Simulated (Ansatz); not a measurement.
# Li: the cost of one run

Program: Ansatz 0.2.0. Level of theory: DFT PBE, scalar-relativistic. These are calculated values, not measurements.

**1. The starting structure**

The structure is cubic, space group Im-3m (No. 229). The conventional cell has a = 3.500 Å, b = 3.500 Å, c = 3.500 Å, α = 90.00°, β = 90.00°, γ = 90.00°. Around Li (site symmetry m-3m) lie 8 Li at 3.03 Å.

As a file:

```cif
data_structure
_symmetry_space_group_name_H-M 'Im-3m'
_symmetry_Int_Tables_number 229
_cell_length_a 3.5000
_cell_length_b 3.5000
_cell_length_c 3.5000
_cell_angle_alpha 90.000
_cell_angle_beta 90.000
_cell_angle_gamma 90.000
_cell_volume 42.88
loop_
_atom_site_label
_atom_site_type_symbol
_atom_site_symmetry_multiplicity
_atom_site_Wyckoff_symbol
_atom_site_fract_x
_atom_site_fract_y
_atom_site_fract_z
_atom_site_occupancy
Li1 Li 2 a 0.00000 0.00000 0.00000 1
```

The file gives the conventional cell by its symmetry; the runs use the cell typed in the input.

Structure: COD 9011628, as refined from experiment and not relaxed.

**2. Volume × 0.94, LAPW**

Contents of input.yaml:

```yaml
crystal:
  lattice:
    - [-1.7142756902, 1.7142756902, 1.7142756902]
    - [1.7142756902, -1.7142756902, 1.7142756902]
    - [1.7142756902, 1.7142756902, -1.7142756902]
  atoms:
    - { symbol: Li, position: [0.0, 0.0, 0.0] }
kpoints:
  mp_grid: { grid: [15, 15, 15] }
  band_path:
    path:
      - [0.0, 0.0, 0.0]
      - [0.5, -0.5, 0.5]
      - [0.0, 0.0, 0.5]
      - [0.0, 0.0, 0.0]
      - [0.25, 0.25, 0.25]
      - [0.5, -0.5, 0.5]
      - [0.25, 0.25, 0.25]
      - [0.0, 0.0, 0.5]
    npoints: 5
scf:
  occupations: { method: fermi_dirac, width: 0.08 }
hamiltonian:
  xc: pbe
  pseudopotentials: { kind: all_electron, lapw: { basis_error: 0.00025 } }
output:
  forces: true
  stress: true
  eigenvalues: true
```

On the command line:

```
$ ansatz run input.yaml --threads 1 --pin off --max-ram 3072MiB --backend cpu --events-out ev --progress --plain --runs-dir out
```

What time and memory should one allow on 1 thread of Intel Xeon Platinum 8488C (Sapphire Rapids), shared host?

About 1.8 s, with a peak of 0.24 GiB.
